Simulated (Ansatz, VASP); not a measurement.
One calculation of BN, two programs

```
B N
1.0
     2.50643    0.00000    0.00000
    -1.25321    2.17063    0.00000
     0.00000    0.00000    6.61412
B N
2 2
Cartesian
  0.0000 1.4471 1.6535
  1.2532 0.7235 4.9606
  0.0000 1.4471 4.9606
  1.2532 0.7235 1.6535
```

Alike in both runs: functional PBE; dispersion D3(BJ); k mesh 12 × 12 × 4; occupations gaussian, width 0.05 eV; no spin polarisation.

Ansatz relaxed the structure, and its values are those at the end. VASP's run is a single point on that final structure, the one shown.

|  | VASP | Ansatz |
| --- | --- | --- |
| version | VASP 6.6.1 | Ansatz 0.2.0 |
| potentials or method | VASP PAW PBE potentials, release 64 (B, N) | scalar-relativistic, plane waves, PAW |
| plane-wave cutoff (eV) | 520 | 420 |
| valence electrons in the cell | 16 | 16 |

|  | VASP | Ansatz | Ansatz less VASP |
| --- | --- | --- | --- |
| gap on the k mesh at the Fermi level (eV) | 4.27 | 4.27 | +0.007 |
| least direct gap on the mesh (eV) | 4.63 | 4.64 | +0.003 |
| pressure (GPa) | 0.1 | 0.0 | -0.07 |

A k mesh can miss the band edges. As with any semilocal functional, this PBE gap is likely too small.
